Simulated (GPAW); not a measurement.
NiO:

```
Ni O
1.0
     2.50462    0.00000    0.00000
     0.00000    2.50462    0.00000
     0.00000    0.00000    2.50462
Ni O
1 1
Direct
  0.00000 0.00000 0.00000
  0.50000 0.50000 0.50000
```

Measurements of this composition are mostly on another form, of space group No. 225.

Base run:

- Program: GPAW 26.7.0
- Functional: r2SCAN
- Potentials or basis: GPAW PAW data sets (gpaw-data 1.2.1)
- Cutoff: 800 eV
- Basis: pw
- k mesh: 11 × 11 × 11
- Occupations: fermi-dirac, width 0.05 eV
- Spin: collinear spin, ferromagnetic start
- Starting moments: [1.0, 0.0] μB
- Hubbard terms: Ni d U = 1 eV

Its results: band gap on the k mesh none (metal or under the smearing width); pressure 33.8 GPa; net moment 2.00 μB per cell; site moments Ni +1.54; O +0.36 μB.

Question: The run is repeated on the same cell with these changes: hubbard terms from Ni d U = 1 eV to Ni d U = 6 eV. What comes out?

Answer: Band gap on the k mesh none (metal or under the smearing width); pressure 30.5 GPa; net moment 2.00 μB per cell; site moments Ni +1.62; O +0.31 μB.

Caveats: the stock nickel data set gives pressures a few GPa off other programs; a pressure of tens of GPa on the cell as given is suspect, and the run, the potentials or the cell itself is likely at fault; the PAW data sets were made with another functional, which shifts forces and pressure a little; a cell with one magnetic atom can't hold antiferromagnetic order, which such compounds often take.
